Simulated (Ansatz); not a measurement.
Here is an Ansatz 0.2.0 calculation.

Contents of input.yaml:

```yaml
crystal:
  lattice:
    - [-1.423491705, 1.423491705, 3.57751737]
    - [1.423491705, -1.423491705, 3.57751737]
    - [1.423491705, 1.423491705, -3.57751737]
  atoms:
    - { symbol: Br, position: [0.0, 0.0, 0.0] }
hamiltonian:
  xc: r2scan
  pseudopotentials: { kind: paw_fr }
  dispersion: rvv10
magnetization:
  noncollinear: true
  spin_orbit: true
kpoints:
  mp_grid: { grid: [13, 13, 13] }
scf:
  occupations: { method: tetrahedron }
  n_extra_bands: 12
output:
  optics: { e_range: [0, 14], sigma: 0.05, nscf_kmesh: { grid: [17, 17, 17] } }
```

Potentials or basis: Ansatz PAW.

The run is started by

```console
$ ansatz run input.yaml --threads 1 --pin off --max-ram 2560MiB --backend cpu --events-out ev --progress --plain --runs-dir out
```

**Question.** Estimate the band gap on the k mesh.

**Answer.** None (metal or under the smearing width).
